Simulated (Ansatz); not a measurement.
**CoSn3: magnetic order and moments**

The task here is to estimate one member of a computed series from the others.

Program: Ansatz 0.2.0. Level of theory: DFT PBE, scalar-relativistic, plane waves, PAW. These are calculated values, not measurements.

1 further run of the same task is left out (it didn't finish).

### The structure to begin with

It takes space group Fm-3m (No. 225, cubic). Conventional cell: a = 6.756 Å, b = 6.756 Å, c = 6.756 Å, α = 90.00°, β = 90.00°, γ = 90.00°. Around Sn (site symmetry -43m) lie 4 Sn at 2.93 Å and 4 Co at 2.93 Å. Sn (site symmetry m-3m) is surrounded by 8 Sn at 2.93 Å. Around Co (site symmetry m-3m) lie 8 Sn at 2.93 Å.

Coordinates:

```
CELL_PARAMETERS angstrom
0.00000 3.37776 3.37776
3.37776 0.00000 3.37776
3.37776 3.37776 0.00000
ATOMIC_POSITIONS crystal
Sn 0.25000 0.25000 0.25000
Sn 0.75000 0.75000 0.75000
Sn 0.50000 0.50000 0.50000
Co 0.00000 0.00000 0.00000
```

This is a hypothetical structure, made by putting the elements on a prototype's sites.

Set-up of the first run:

(A quick probe on a coarse mesh, which set the mesh and smearing, is not shown.)

File input.yaml:

```yaml
crystal:
  lattice:
    - [0.0, 3.3777643824, 3.3777643824]
    - [3.3777643824, 0.0, 3.3777643824]
    - [3.3777643824, 3.3777643824, 0.0]
  atoms:
    - { symbol: Sn, position: [0.25, 0.25, 0.25] }
    - { symbol: Sn, position: [0.75, 0.75, 0.75] }
    - { symbol: Sn, position: [0.5, 0.5, 0.5] }
    - { symbol: Co, position: [0.0, 0.0, 0.0], spin: 0.82 }
basis:
  ecutwfc: 420
kpoints:
  mp_grid: { grid: [6, 6, 6] }
hamiltonian:
  xc: pbe
scf:
  occupations: { method: gaussian, width: 0.1 }
output:
  forces: true
  stress: true
  eigenvalues: true
  populations: true
magnetization:
  spin_polarized: true
relax:
  adjacent_minimum: "off"
  f_tol: 0.05
  max_steps: 80
  cell: { stress_tol: 0.5 }
```

On the command line:

```
$ ansatz run input.yaml --threads 1 --pin off --max-ram 2560MiB --backend cpu --events-out ev --progress --plain --runs-dir out
```

Among the steps run: Rough relaxation on the coarse mesh; The relaxation; Magnetic start: no spin polarisation; Start: ferromagnetic; Start: large parallel starting moments; Start: antiferromagnetic, doubled cell, propagation vector (0, 0, 1/2); Magnetic start: antiferromagnetic, doubled cell, propagation vector (0, 1/2, 1/2); Start: small parallel starting moments.

One of the session's tables, all rows but one given; the rest of the session is left out.

It belongs to the step «The magnetic starts in order of energy». 

| start | energy above the lowest (meV/atom) | pressure (GPa) |
| --- | --- | --- |
| antiferromagnetic, doubled cell, propagation vector (0, 0, 1/2) | 0.00 | 0.1 |
| ferromagnetic | 0.40 | 0.0 |
| large parallel starting moments | 0.40 | 0.0 |
| small parallel starting moments | 0.40 | 0.0 |
| antiferromagnetic, doubled cell, propagation vector (0, 1/2, 1/2) | ? | ? |
| no spin | 14.1 | -1.1 |

Q: Estimate the row for antiferromagnetic, doubled cell, propagation vector (0, 1/2, 1/2) from the others.

The run gave: energy above the lowest (meV/atom): 3.37; pressure (GPa): 0.2. In the column «energy above the lowest (meV/atom)» it lies between small parallel starting moments (0.40) and no spin (14.1).

Limits of these values: Only these starts were tried, so a lower state is not ruled out.
